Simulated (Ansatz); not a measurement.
How ZnS (F-43m) stiffens under pressure

```yaml
crystal:
  lattice:
    - [0.00000, 2.67777, 2.67777]
    - [2.67777, 0.00000, 2.67777]
    - [2.67777, 2.67777, 0.00000]
  atoms:
    - { symbol: Zn, position: [0.75000, 0.75000, 0.75000] }
    - { symbol: S, position: [0.00000, 0.00000, 0.00000] }
```

This is the zero-pressure cell. At each pressure cell and atoms are relaxed in this structure, and the constants are slopes of the stress at strains of ±0.005 with relaxed ions (the coefficients that govern stability under load). Level: PBEsol, PAW on Ansatz 0.2.0's default frozen-core files (fitted under PBE), scalar-relativistic; k mesh 8×8×8, strains of ±0.005, fixed occupations, cutoff 420 eV. P is the pressure of the relaxed cell, less that of this one.

```
P (GPa)    V/V₀  C11 (GPa)  C12 (GPa)  C44 (GPa)
   0.00  1.0000      107.3       65.0       48.4
   0.96  0.9882      111.2       69.5       48.7
   1.99  0.9764      115.4       74.1       48.7
   3.95  0.9558      123.0       82.9       48.6
   6.94  0.9284      134.2       96.0       48.0
   9.92       ?          ?          ?          ?
  14.93  0.8705      162.5      129.9       44.4
```

Question: Does the bulk modulus from the constants agree with the pressure-volume curve?

Answer: A third-order Birch-Murnaghan fit to the volumes shown (F against f, f = [(V₀/V)^(2/3) − 1]/2) gives B₀ = 79.2 GPa and B′ = 4.4. Its −V dP/dV stands beside (C11 + 2C12)/3:

| P (GPa) | from P(V) | from the constants |
| --- | --- | --- |
| 0.00 | 79.2 | 79.1 |
| 0.96 | 83.4 | 83.4 |
| 1.99 | 87.8 | 87.9 |
| 3.95 | 96.2 | 96.3 |
| 6.94 | 108.7 | 108.8 |
| 14.93 | 141.0 | 140.8 |

Question: What are the pressure derivatives at zero pressure?

Answer: Slopes at V₀ of quadratic fits in −ln(V/V₀) through the first four rows shown, divided by B₀: dC11/dP = 4.2, dC12/dP = 4.6, dC44/dP = 0.3. The mean slopes up to 2.0 GPa are 4.1, 4.6, 0.2; curvature and scatter of the constants part the two. The combination (dC11/dP + 2 dC12/dP)/3 = 4.5 stands against B′.

Question: Fill the row at 9.92 GPa.

Answer: Cubic fits in −ln(V/V₀) through all rows shown give C11 = 145.0, C12 = 108.9, C44 = 46.9 GPa. Computed: V/V₀ = 0.9045, C11 (GPa) = 145.1, C12 (GPa) = 108.8, C44 (GPa) = 46.9.

Question: Does a shear stiffness soften?

Answer: C44 goes from 48.4 to 44.4 GPa, through a maximum of 48.7 near 2 GPa; (C11 − C12)/2 goes from 21.1 to 16.3 GPa. C44 and (C11 − C12)/2 soften under pressure, though the lattice stays mechanically stable over this range.

Known limits: no other phase was computed; many crystals of this kind change structure within this range, and rows or crossings beyond such a change describe a metastable lattice; frozen-core PAW files fitted under PBE, their cores solved anew for the functional of the run; constants at zero field, no piezoelectric stiffening; phonons weren't checked at these pressures.
